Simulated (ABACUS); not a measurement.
The system is Pb.

```
Pb
1.0
     0.00000    2.47502    2.47502
     2.47502    0.00000    2.47502
     2.47502    2.47502    0.00000
Pb
1
Direct
  0.00000 0.00000 0.00000
```

Base run:

| Property | Result |
| --- | --- |
| Program | ABACUS 3.10.1 |
| Functional | BLYP |
| Potentials or basis | SPMS ONCV 1.0 PBE |
| Cutoff | 857 eV |
| Density cutoff | 3429 eV |
| Basis | plane waves |
| k mesh | 7 × 7 × 7 |
| Occupations | fermi-dirac, width 0.05 eV |
| Spin | no spin polarisation |

Its results: band gap on the k mesh none (metal or under the smearing width); pressure 5.8 GPa.

The run is repeated on the same cell with these changes: functional from BLYP to PBE; potentials or basis from SPMS ONCV 1.0 PBE to Ansatz NC PBE. What comes out?

Band gap on the k mesh none (metal or under the smearing width); pressure 3.0 GPa.

Caveats: the potentials were made for another functional, which shifts forces and pressure (some runs).
